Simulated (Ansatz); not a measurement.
All numbers below come from DFT PBE, scalar-relativistic, plane waves, PAW in Ansatz. Settings: cutoff 420 eV, Γ-centred meshes spaced at most about 0.3 Å⁻¹, and about 0.25 Å⁻¹ or finer for metals (2π included), Gaussian smearing. No spin polarisation.

Temperature and zero-point effects are left out.

Question: Order these relaxed structures of Al4Ru3 by energy, lowest first, with the energy over the lowest of them.
A.

```xyz
7
Lattice="2.1161 1.2218 6.7818 -2.1161 1.2218 6.7818 0.0000 -2.4435 6.7818" Properties=species:S:1:pos:R:3 pbc="T T T"
Al    0.0000    0.0000   12.7452
Al    0.0000    0.0000    7.6003
Al    0.0000    0.0000    2.4982
Al    0.0000    0.0000   17.8473
Ru    0.0000    0.0000   15.2370
Ru    0.0000    0.0000    5.1085
Ru    0.0000    0.0000   10.1728
```

B.

```xyz
7
Lattice="-1.5372 1.5372 10.1823 1.5372 -1.5372 10.1823 1.5372 1.5372 -10.1823" Properties=species:S:1:pos:R:3 pbc="T T T"
Al    0.0000    0.0000    5.8996
Al    0.0000    0.0000   14.4650
Al    0.0000    0.0000    8.7268
Al    0.0000    0.0000   11.6379
Ru    0.0000    0.0000   17.3554
Ru    0.0000    0.0000    3.0092
Ru    0.0000    0.0000    0.0000
```

C.

```xyz
7
Lattice="5.9754 0.0000 0.0000 0.0000 5.9754 0.0000 0.0000 0.0000 2.9672" Properties=species:S:1:pos:R:3 pbc="T T T"
Al    1.5058    1.5058    1.4836
Al    4.4696    4.4696    1.4836
Al    4.4696    1.5058    1.4836
Al    1.5058    4.4696    1.4836
Ru    2.9877    0.0000    0.0000
Ru    0.0000    2.9877    0.0000
Ru    2.9877    2.9877    0.0000
```

Answer: B (0 meV/atom), C (84 meV/atom), A (170 meV/atom). Forms: B I4/mmm; C P4/mmm; A R-3m. Counting all near atoms (those within 1.25 times the shortest distance at each site; a plus sign parts nearer from farther groups; a slash parts the counts of unlike sites): B has Al 14, Ru 14/8+6; C has Al 6+6, Ru 8+4/8+6; A has Al 5+6/7+6, Ru 8+3/8+6. All come from invented guesses.

Cells relaxed within their symmetry can be saddle points. Some candidate types were left out of the draw beforehand, so a known form may be missing.
